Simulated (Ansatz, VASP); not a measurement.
# MgI2 in VASP and in Ansatz

```
CELL_PARAMETERS angstrom
4.11546 0.00000 0.00000
-2.05773 3.56409 0.00000
0.00000 0.00000 7.64138
ATOMIC_POSITIONS crystal
Mg 0.00000 0.00000 0.00000
I 0.33333 0.66667 0.77435
I 0.66667 0.33333 0.22565
```

Alike in both runs: task single point; functional PBE; k mesh 6 × 6 × 4; occupations gaussian, width 0.05 eV; no spin polarisation.

|  | VASP | Ansatz |
| --- | --- | --- |
| version | VASP 6.6.1 | Ansatz 0.2.0 |
| potentials or method | VASP PAW PBE potentials, release 64 (Mg, I) | scalar-relativistic, plane waves, PAW |
| plane-wave cutoff (eV) | 520 | 520 |
| valence electrons in the cell | 16 | 44 |

|  | VASP | Ansatz | Ansatz less VASP |
| --- | --- | --- | --- |
| gap on the k mesh at the Fermi level (eV) | 3.48 | 3.49 | +0.017 |
| least direct gap on the mesh (eV) | 3.67 | 3.68 | +0.014 |
| pressure (GPa) | 0.5 | 0.5 | +0.05 |
| largest component of the traceless stress (GPa) | 0.92 | 0.93 | +0.005 |
| rms of the force components (eV/Å) | 0.055 | 0.051 | -0.0046 |

Atom by atom the forces differ by 0.005 eV/Å (rms over components). The two sets of potentials don't hold the same shells in valence.

Caveats: spin-orbit coupling is left out, which moves the levels of the heavy elements; this functional lacks dispersion, which binds the layers, so the pressure and a relaxed spacing across them are unreliable. A k mesh can miss the band edges.
